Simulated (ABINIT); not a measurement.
The system is HfN.

```
CELL_PARAMETERS angstrom
2.82503 0.00000 0.00000
0.00000 2.82503 0.00000
0.00000 0.00000 2.82503
ATOMIC_POSITIONS crystal
Hf 0.50000 0.50000 0.50000
N 0.00000 0.00000 0.00000
```

The cell was built by a generator and needn't be a form met in nature.

```yaml
Program: ABINIT 10.8.3 (patched build)
Task: single point
Functional: PBE
Potentials_or_basis: JTH PAW PBE v2.0
Cutoff: 707 eV
k_mesh: 9 × 9 × 9
Occupations: fermi-dirac, width 0.05 eV
Spin: no spin polarisation
```

On this cell: pressure -2.0 GPa; largest force zero by symmetry; band gap on the k mesh none (metal or under the smearing width).

The same run follows on a disturbed copy (atoms moved at random, drawn with an rms of 0.05 Å):

```
Hf N
1.0
     2.82503    0.00000    0.00000
     0.00000    2.82503    0.00000
     0.00000    0.00000    2.82503
Hf N
1 1
Direct
  0.50541 0.49615 0.49535
  0.98582 0.00805 0.98296
```

Question: What does the disturbed cell give?

Answer: The energy (extrapolated to zero smearing) moves by +3.8 meV/atom; pressure -1.5 GPa; largest force 0.212 eV/Å; band gap on the k mesh none (metal or under the smearing width).

Forces in eV/Å, atoms in the order of the input:
```
Hf  -0.157  0.102 -0.100
N    0.157 -0.102  0.100
```

Stress tensor (GPa, compression positive):
```
-1.54 -0.43  0.45
-0.43 -1.43 -0.27
 0.45 -0.27 -1.44
```
